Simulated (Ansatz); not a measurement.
`FC(F)(F)[TeH]` + PH₃ → `P[TeH]` + `FC(F)F`  (ligand exchange at a Te–C bond)

Isolated molecules relaxed with PBE0-D4/def2-TZVP in Ansatz; ΔE leaves out vibrations. CCSD(T)/CBS adds triple-zeta CCSD(T) − MP2 to the extrapolated MP2 energy (def2 sets, frozen cores). This one scheme is used for every species. Functionals use def2-TZVPP. B3LYP here is the variant with VWN-RPA as its local correlation; programs differ in this. def2 core potentials past Kr. For Te outer-core shells are correlated without core-valence functions, which leaves a few kJ/mol of doubt a bond.

(1) Is it downhill or uphill in electronic energy at CCSD(T)/CBS, and by how much? (An estimate is asked.)

(2) What do these levels give: r2SCAN-D4, B3LYP-D4, r2SCAN, BHLYP, HF/def2-QZVPP, SCS-MP2/def2-QZVPP? (Best estimate.)

Largest T1 diagnostic among the species: 0.013.

Answers

(1) Computed: Downhill: ΔE = -96.5 kJ/mol.

(2) Ansatz gave: r2SCAN-D4 -90.3, B3LYP-D4 -92.5, r2SCAN -90.5, BHLYP -101.5, HF/def2-QZVPP -112.3, SCS-MP2/def2-QZVPP -100.3 kJ/mol.

Leaving LDA and LC-ωPBE aside and taking each functional with its dispersion term where it has one, the values, not all of them listed here, spread over 19.4 kJ/mol, from PBE-QIDH to BLYP-D4. LDA lies +6.0 kJ/mol from PBE without D4. From BLYP to BHLYP (50 % exact exchange), in def2-TZVPP and without D4, ΔE moves by −14.7 kJ/mol. In def2-TZVPP, CCSD(T) changes the Hartree–Fock value by +17.7 kJ/mol (the triples alone add +2.4 kJ/mol) and MP2 by +10.5 kJ/mol.
